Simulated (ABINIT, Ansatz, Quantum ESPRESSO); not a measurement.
Cost and result for the equilibrium volume of GaN

Symmetry: F-43m, No. 216, cubic system. The conventional cell has a = 4.507 Å, b = 4.507 Å, c = 4.507 Å, α = 90.00°, β = 90.00°, γ = 90.00°. Ga (site symmetry -43m) is surrounded by 4 N at 1.95 Å. N (site symmetry -43m) is surrounded by 4 Ga at 1.95 Å.

The cell is a database's computed one, not the measured one.

```csv
rung,level,program and potentials,cutoff (eV),k mesh,smearing,task,core time,chip,equilibrium volume (Å³/atom),notes
GGA,revPBE,"Ansatz, Ansatz PAW",420,10 × 10 × 10,fermi-dirac 0.05,equation of state,9.5 s,Intel Xeon Platinum 8375C Ice Lake,11.97,"potentials made for PBE, which Ansatz adapts in part"
GGA + dispersion,PBEsol+D3(BJ)+ATM,"Ansatz, Ansatz PAW",420,10 × 10 × 10,fermi-dirac 0.05,relaxation of cell and atoms,10 s,Intel Xeon,11.22,"potentials made for PBE, which Ansatz adapts in part; 9 valence electrons an atom on average"
GGA + dispersion,PBE+D4,"Ansatz, all-electron LAPW, scalar-relativistic",-,10 × 10 × 10,fermi-dirac 0.05,relaxation of cell and atoms,17 s,Intel Xeon 6975P-C Granite Rapids,11.40,-
GGA + dispersion,revPBE+D4,"Ansatz, Ansatz PAW",420,10 × 10 × 10,fermi-dirac 0.05,relaxation of cell and atoms,18 s,Intel Xeon Skylake/Cascade Lake,11.23,"potentials made for PBE, which Ansatz adapts in part; 9 valence electrons an atom on average"
GGA,PBEsol,"Ansatz, all-electron LAPW, scalar-relativistic",-,10 × 10 × 10,fermi-dirac 0.05,relaxation of cell and atoms,92 s,AMD EPYC 7571,11.37,-
LDA,LDA,"ABINIT, PseudoDojo NC SR LDA v0.4.1 standard",1143,8 × 8 × 8,fermi-dirac 0.05,relaxation of cell and atoms,100 s,Arm Neoverse V2,11.04,9 valence electrons an atom on average
GGA,revPBE,"Ansatz, all-electron LAPW, scalar-relativistic",-,10 × 10 × 10,fermi-dirac 0.05,relaxation of cell and atoms,1.7 min,AMD EPYC 7571,11.95,-
GGA + dispersion,revPBE+D2,"Quantum ESPRESSO, PseudoDojo 0.4.1 SR PBE standard",1143,10 × 10 × 10,fermi-dirac 0.05,equation of state,2.9 min,Arm Neoverse V1,11.77,potentials made for PBE
GGA,PBE,"Ansatz, JTH PAW",3600,10 × 10 × 10,fermi-dirac 0.05,equation of state,3 min,Intel Xeon Platinum 8375C Ice Lake,11.80,-
GGA,PBEsol,"ABINIT, PseudoDojo NC SR PBEsol v0.4 stringent",1551,8 × 8 × 8,fermi-dirac 0.05,relaxation of cell and atoms,6.3 min,Arm Neoverse N1,11.37,13 valence electrons an atom on average
```

Times are single runs on shared hosts and different chips, so they are rough; meshes, cutoffs and the tasks' sizes weigh on the time. All rows: no spin polarisation. Smearing widths are in eV. Meshes differ between rows, which moves values too. Meshes are those of the run's cell of 2 atoms unless a note names another. Relaxations start from the cell shown or near it and stop with a little pressure left. Runs on faulty files, with rough fits or with known faults for this quantity aren't shown. No row holds spin-orbit coupling.

By rung: LDA 11.04; GGA 11.37 to 11.97; GGA + dispersion 11.22 to 11.77 (Å³/atom).
